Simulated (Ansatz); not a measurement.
## How Nb(100) screens a field: cost of one run

Ansatz 0.2.0; plane-wave DFT, r2SCAN, Ansatz PAW. The cell holds 9 atoms.

File input.yaml:

```yaml
crystal:
  lattice:
    - [3.3, 0.0, 0.0]
    - [0.0, 3.3, 0.0]
    - [0.0, 0.0, 31.2]
  atoms:
    - { symbol: Nb, position: [0.0, 0.0, 0.2884615385] }
    - { symbol: Nb, position: [0.5, 0.5, 0.3413461538] }
    - { symbol: Nb, position: [0.0, 0.0, 0.3942307692] }
    - { symbol: Nb, position: [0.5, 0.5, 0.4471153846] }
    - { symbol: Nb, position: [0.0, 0.0, 0.5] }
    - { symbol: Nb, position: [0.5, 0.5, 0.5528846154] }
    - { symbol: Nb, position: [0.0, 0.0, 0.6057692308] }
    - { symbol: Nb, position: [0.5, 0.5, 0.6586538462] }
    - { symbol: Nb, position: [0.0, 0.0, 0.7115384615] }
kpoints:
  mp_grid: { grid: [16, 16, 1] }
hamiltonian:
  xc: r2scan
scf:
  occupations: { method: fermi_dirac, width: 0.1 }
  convergence: { dr2_threshold: 1.0e-10 }
  algorithm: density_mixing
efield:
  axis: 3
  dipole_correction: true
  ramp_position: 0.97
  ramp_width: 0.06
  amplitude: 0.05
output:
  forces: true
  write_potential: true
  write_density: true
  volumetric_format: npy
basis:
  ecutwfc: "800 eV"
```

Command:

```console
$ ansatz run input.yaml --threads 4 --pin off --max-ram 6144MiB --backend cpu --events-out ev --progress --plain --runs-dir out
```

For reference, a run of the same kind (9 atoms, 45 k-points, 71 bands and 8,601 plane waves; 13 SCF cycles) took 54 s and 2 GiB on the same hardware.

What time and memory should one allow on 4 threads of Intel Xeon Platinum 8488C (Sapphire Rapids), shared host?

A cutoff of 800 eV is a sphere of radius 14.5 Å⁻¹, so a cell of 340 Å³ holds about V·G³/6π² = 17,456 plane waves. At two electrons a band, the 117 electrons need 59 bands, and 12 more are carried. Symmetry cuts the 16×16×1 mesh from 256 to 45 points. The run has 45 k-points, 71 bands and 17,455 plane waves. Taking the work of a cycle as k-points × spins × bands × plane waves, that is 2 times the reference, or 1.8 min at the reference's 13 cycles. The run needed as many. One copy of the wavefunctions takes 0.83 GiB at 16 bytes a coefficient, against 0.41 GiB in the reference; grids, projectors and work arrays come on top. Measured: about 1.8 min, with a peak of 3.5 GiB. The estimate holds within 25 %.

[Logs are printed without paths, hosts, clocks, repeated set-up lines and the standing remarks that a program may print on its own settings, such as how far it seeks lower states.]

[Hosts, paths, dates, database ids (printed as entryN), source tags and the programs' standing remarks are cut or masked in the printed files.]

[Maps of the electrostatic potential energy from Ansatz leave out the sawtooth potential of an applied field or a dipole correction, so their vacuum need not be flat; planar profiles and work functions include it.]
